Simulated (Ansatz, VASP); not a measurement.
## One calculation of HgTe, two programs

```
CELL_PARAMETERS angstrom
0.00000 3.20187 3.20187
3.20187 0.00000 3.20187
3.20187 3.20187 0.00000
ATOMIC_POSITIONS crystal
Hg 0.00000 0.00000 0.00000
Te 0.75000 0.75000 0.75000
```

Change from the starting cell: volume scaled by 0.98.

Alike in both runs: task single point; functional PBEsol; k mesh 9 × 9 × 9; occupations fermi-dirac, width 0.05 eV; no spin polarisation.

|  | VASP | Ansatz |
| --- | --- | --- |
| version | VASP 6.6.1 | Ansatz 0.2.0 |
| potentials or method | VASP PAW PBE potentials, release 64 (Hg, Te), cutoff 520 eV | all-electron LAPW, scalar-relativistic |

|  | VASP | Ansatz | Ansatz less VASP |
| --- | --- | --- | --- |
| pressure (GPa) | 2.5 | 2.4 | -0.13 |

Ansatz ran all-electron here, so the differences hold the error of VASP's frozen core and of both bases.

Caveats: the PAW data sets were made with another functional, which shifts forces and pressure a little (VASP). Spin-orbit coupling is left out, which matters for the levels of Hg, Te.
